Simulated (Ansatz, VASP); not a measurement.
# Pd: VASP beside Ansatz

```
Pd
1.0
     0.00000    1.95368    1.95368
     1.95368    0.00000    1.95368
     1.95368    1.95368    0.00000
Pd
1
Direct
  0.00000 0.00000 0.00000
```

Alike in both runs: functional r2SCAN; k mesh 20 × 20 × 20; occupations methfessel-paxton of order 1, width 0.1 eV; no spin polarisation.

Ansatz relaxed the structure, and its values are those at the end. VASP's run is a single point on that final structure, the one shown.

|  | VASP | Ansatz |
| --- | --- | --- |
| version | VASP 6.6.1 | Ansatz 0.2.0 |
| potentials or method | VASP PAW PBE potentials, release 64 (Pd) | scalar-relativistic, plane waves, PAW |
| plane-wave cutoff (eV) | 520 | 500 |
| valence electrons in the cell | 10 | 18 |

Ansatz gave:

```
gap on the k mesh at the Fermi level (eV) : none
pressure (GPa)                            : 0.0
```

Problem. What did VASP give for the same quantities?

Solution. gap on the k mesh at the Fermi level (eV): none; pressure (GPa): 0.6.

A gap of «none» marks a metal or a gap that the smearing closes. The two sets of potentials don't hold the same shells in valence.

Caveats: the PAW data sets were made with another functional, which shifts forces and pressure a little (VASP).
